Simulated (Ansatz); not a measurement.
ZnSiP2 in Ansatz: the effect of functional

Crystal: ZnSiP2.

```
Zn P Si
1.0
    -2.68670    2.68670    5.23003
     2.68670   -2.68670    5.23003
     2.68670    2.68670   -5.23003
Zn P Si
2 4 2
Direct
  0.75000 0.25000 0.50000
  0.00000 0.00000 0.00000
  0.14230 0.62500 0.01730
  0.60770 0.12500 0.98270
  0.87500 0.85770 0.48270
  0.37500 0.39230 0.51730
  0.25000 0.75000 0.50000
  0.50000 0.50000 0.00000
```

The cell is a database's computed one.

Alike in all runs:

| Property | Result |
| --- | --- |
| Program | Ansatz 0.2.0 |
| Task | band structure |
| Potentials or basis | Ansatz PAW |
| Cutoff | 420 eV (not typed: the program's choice for these potentials) |
| k mesh | 5 × 5 × 5 |
| Occupations | fermi-dirac, width 0.05 eV |
| Spin | no spin polarisation |

Problem. One run gave: gap on the mesh 1.19 eV; pressure -2.8 GPa; largest force 0.22 eV/Å. Which functional did it use?
A. PBE
B. LDA
C. PBEsol

Solution. B.

```csv
functional,gap on the mesh (eV),pressure (GPa),largest force (eV/Å)
LDA,1.19,-2.8,0.22
PBE,1.31,2.2,0.05
PBEsol,1.19,-0.7,0.16
```

Caveats: the PAW data sets come from PBE, with cores solved anew for the run's functional, which leaves a small shift of forces and pressure (some runs).

